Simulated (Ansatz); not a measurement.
# Cd: computed DOS

```
CELL_PARAMETERS angstrom
2.95847 0.00000 0.00000
-1.47924 2.56211 0.00000
0.00000 0.00000 5.88593
ATOMIC_POSITIONS crystal
Cd 0.33333 0.66667 0.25000
Cd 0.66667 0.33333 0.75000
```

Conventional cell: a = 2.958 Å, b = 2.958 Å, c = 5.886 Å, α = 90.00°, β = 90.00°, γ = 120.00°. Cd (atom 1) has 6 Cd at 2.96 Å as nearest neighbours.

The cell is the one relaxed in the Materials Project (mp-94), not relaxed further here; entries there can be hypothetical.

The calculation used Ansatz 0.2.0, DFT, PBEsol, all-electron LAPW, scalar-relativistic.

The runs use a Γ-centred 14×14×6 k mesh, Fermi–Dirac smearing of 0.03 eV, basis error target 0.25 meV/atom, no spin polarisation.

States per eV and cell, averaged over 0.4 eV, from -9.8 to 1.6 eV, with energies (bin centres) from the Fermi level; empty bins are left out. The partial columns, the largest 2 alone, are projections on Löwdin-orthogonalised atomic shells (those that the program's projection atoms carry: the occupied ones and, for some elements, an empty d or f shell; other empty shells have no column), summed over atoms of an element. Weights on diffuse s and p shells depend on that basis and aren't pure angular character.

```
E (eV)  total  Cd 4d  Cd 5s
  -9.7   7.70   7.47   0.21
  -9.3  12.37  12.25   0.10
  -8.9  13.79  13.63   0.13
  -8.5  13.69  13.52   0.15
  -8.1   2.41   2.25   0.16
  -7.7   0.23   0.02   0.20
  -7.3   0.27   0.02   0.24
  -6.9   0.31   0.03   0.28
  -6.5   0.34   0.03   0.30
  -6.1   0.37   0.03   0.33
  -5.7   0.40   0.03   0.36
  -5.3   0.43   0.03   0.38
  -4.9   0.46   0.03   0.40
  -4.5   0.49   0.03   0.42
  -4.1   0.53   0.03   0.45
  -3.7   0.57   0.03   0.47
  -3.3   0.58   0.03   0.46
  -2.9   0.59   0.02   0.44
  -2.5   0.65   0.02   0.43
  -2.1   0.64   0.02   0.37
  -1.7   0.67   0.02   0.34
  -1.3   0.69   0.01   0.30
  -0.9   0.74   0.01   0.27
  -0.5   0.53   0.01   0.17
  -0.1   0.53   0.01   0.14
   0.3   0.49   0.01   0.14
   0.7   0.61   0.01   0.25
   1.1   0.87   0.01   0.36
   1.5   0.92   0.01   0.32
```

Where is the centre of the filled Cd 4d states between -14 eV and the top of the filled states?

-8.94 eV from the Fermi level.
